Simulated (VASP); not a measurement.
Set up this calculation in VASP 6.6.1, as the native input.

```
Task                   : single point
Functional             : r2SCAN
Potentials or basis    : VASP PAW PBE potentials, release 64 (Se, Pt)
Cutoff                 : 520 eV
k mesh                 : 12 × 12 × 1
Occupations            : gaussian, width 0.01 eV
Spin                   : no spin polarisation
Dipole correction      : yes
Further INCAR settings : ALGO = Normal; EDIFF = 1e-06; NBANDS = 18
```

The system is PtSe2, a sheet with vacuum.

```
CELL_PARAMETERS angstrom
3.68485 0.00000 0.00000
-1.84243 3.19118 0.00000
0.00000 0.00000 28.96000
ATOMIC_POSITIONS crystal
Se 0.66667 0.33333 0.30956
Se 0.33333 0.66667 0.40107
Pt 0.00000 0.00000 0.35532
```

The cell was built by a generator and needn't be a form met in nature.

One way to write it, as run:

POSCAR

```
PtSe2
1.0
    3.6848527293      0.0000000000      0.0000000000
   -1.8424263647      3.1911760728      0.0000000000
    0.0000000000      0.0000000000     28.9599999964
Se Pt
2 1
Direct
    0.6666666667      0.3333333333      0.3095620555
    0.3333333333      0.6666666667      0.4010733037
    0.0000000000      0.0000000000      0.3553176796
```

INCAR.step1

```
SYSTEM = PtSe2
  ALGO = Normal
  DIPOL = 0.5 0.5 0.355
  EDIFF = 1E-4
  ENCUT = 520
  GGA = PE
  IDIPOL = 3
  ISMEAR = 0
  LASPH = .TRUE.
  LCHARG = .FALSE.
  LDIPOL = .TRUE.
  LREAL = .FALSE.
  LWAVE = .TRUE.
  NBANDS = 18
  NELM = 100
  PREC = Accurate
  SIGMA = 0.01
```

INCAR.step2

```
SYSTEM = PtSe2
  ALGO = Normal
  DIPOL = 0.5 0.5 0.355
  EDIFF = 1E-6
  ENCUT = 520
  IDIPOL = 3
  ISIF = 2
  ISMEAR = 0
  ISTART = 1
  LASPH = .TRUE.
  LCHARG = .TRUE.
  LDIPOL = .TRUE.
  LELF = .TRUE.
  LMIXTAU = .TRUE.
  LREAL = .FALSE.
  LVACPOTAV = .TRUE.
  LVHAR = .TRUE.
  LWAVE = .FALSE.
  METAGGA = R2SCAN
  NBANDS = 18
  NELM = 100
  PREC = Accurate
  SIGMA = 0.01
```

KPOINTS

```
k-points
0
G
  12 12 1
  0 0 0
```

Potentials or basis: VASP PAW PBE potentials, release 64 (Se, Pt).

The run is started by

```console
$ cat potpaw_PBE.64/Se/POTCAR potpaw_PBE.64/Pt/POTCAR > POTCAR
$ cp INCAR.step1 INCAR
$ mpirun -np 1 vasp_std > vasp.out
$ cp INCAR.step2 INCAR
$ mpirun -np 1 vasp_std > vasp.out
```

It gave:

```json
{"Largest force": "0.046 eV/Å", "Band gap on the k mesh": "1.59 eV, indirect (least direct gap 1.91 eV)", "Ionisation potential of the upper face": "5.93 eV"}
```

Caveat: the PAW data sets were made with another functional, which shifts forces and pressure a little; spin-orbit coupling is left out, which moves the levels of the heavy elements.

Run time: 10 min on 1 thread of Intel(R) Xeon(R) Platinum 8488C (Sapphire Rapids) (shared host), peak memory 0.52 GiB.
